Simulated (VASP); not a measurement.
**GaN: relaxation of the atoms with PBEsol**

GaN:

```xyz
4
Lattice="3.1599 0.0000 0.0000 -1.5799 2.7365 0.0000 0.0000 0.0000 5.1491" Properties=species:S:1:pos:R:3 pbc="T T T"
Ga    0.0000    1.8244    5.1450
Ga    1.5799    0.9122    2.5705
N     0.0000    1.8244    1.9350
N     1.5799    0.9122    4.5096
```

The cell isn't the ideal one: a relaxed cell with its volume scaled by 0.98.

```
Program                : VASP 6.6.1
Task                   : relaxation of the atoms
Functional             : PBEsol
Potentials or basis    : VASP PAW PBE potentials, release 64 (Ga_d, N)
Cutoff                 : 520 eV
k mesh                 : 12 × 12 × 6
Occupations            : gaussian, width 0.02 eV
Spin                   : no spin polarisation
Further INCAR settings : ALGO = Normal; EDIFF = 1e-07; IBRION = 2; EDIFFG = -0.002; NSW = 80
```

The energy gained by relaxing is 0.0 meV/atom and the ionic steps are 2. The pressure after relaxing is 4.0 GPa and the band gap on the k mesh is 2.03 eV, direct.

Final structure:
```
CELL_PARAMETERS angstrom
3.15988 0.00000 0.00000
-1.57994 2.73653 0.00000
0.00000 0.00000 5.14911
ATOMIC_POSITIONS crystal
Ga 0.33333 0.66667 0.99925
Ga 0.66667 0.33333 0.49925
N 0.33333 0.66667 0.37575
N 0.66667 0.33333 0.87575
```

Levels at points of the mesh, in eV from the valence-band top:
```
           k point  band 15  band 16  band 17  band 18  band 19  band 20  band 21  band 22
(0.00, 0.00, 0.00)    -1.08    -0.05     0.00     0.00     2.03     4.35     9.24     9.94
(0.50, 0.00, 0.00)    -4.37    -2.86    -2.32    -1.04     5.01     5.63     6.01     8.75
(0.00, 0.00, 0.50)    -0.55    -0.55    -0.55    -0.55     4.35     4.35     8.49     8.49
(0.50, 0.00, 0.50)    -2.03    -2.03    -1.97    -1.97     4.37     4.37     7.84     7.84
```

Wall time 44 s on 1 thread of Intel(R) Xeon(R) Platinum 8488C (Sapphire Rapids) (shared host), peak memory 0.2 GiB.

Caveat: the PAW data sets were made with another functional, which shifts forces and pressure a little.
